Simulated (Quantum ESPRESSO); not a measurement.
The system is Sb.

```xyz
2
Lattice="3.3545 0.0000 0.0000 -1.6773 2.9051 0.0000 0.0000 0.0000 5.4702" Properties=species:S:1:pos:R:3 pbc="T T T"
Sb    1.6773    0.9684    4.1026
Sb    0.0000    1.9367    1.3675
```

This isn't the form of Sb at room conditions, which is rhombohedral.

```yaml
Program: Quantum ESPRESSO 7.5
Task: single point
Functional: PBE
Potentials_or_basis: SSSP 1.3 efficiency PBE
Cutoff: 748 eV
Density_cutoff: 5987 eV
k_mesh: 9 × 9 × 5
Occupations: fermi-dirac, width 0.05 eV
Spin: no spin polarisation
```

On this cell: pressure 1.6 GPa; largest force under 0.003 eV/Å; band gap on the k mesh none (metal or under the smearing width).

The same run follows on a disturbed copy (atoms moved at random, drawn with an rms of 0.05 Å):

```
Sb
1.0
     3.35453    0.00000    0.00000
    -1.67727    2.90511    0.00000
     0.00000    0.00000    5.47016
Sb
2
Cartesian
  1.7140 0.9717 4.1111
  -0.0346 1.9248 1.3982
```

Q: What does the disturbed cell give?

A: The energy (extrapolated to zero smearing) moves by -1.2 meV/atom; pressure 1.6 GPa; largest force 0.037 eV/Å; band gap on the k mesh none (metal or under the smearing width).

Forces on the atoms (eV/Å):
```
Sb   0.025  0.007 -0.026
Sb  -0.025 -0.007  0.026
```

Stress tensor (GPa, compression positive):
```
1.77 0.19 0.02
0.19 1.72 0.01
0.02 0.01 1.41
```

The energy falls, though the first cell shows no forces: that form is unstable against this distortion, unless noise or another electronic state is at work.
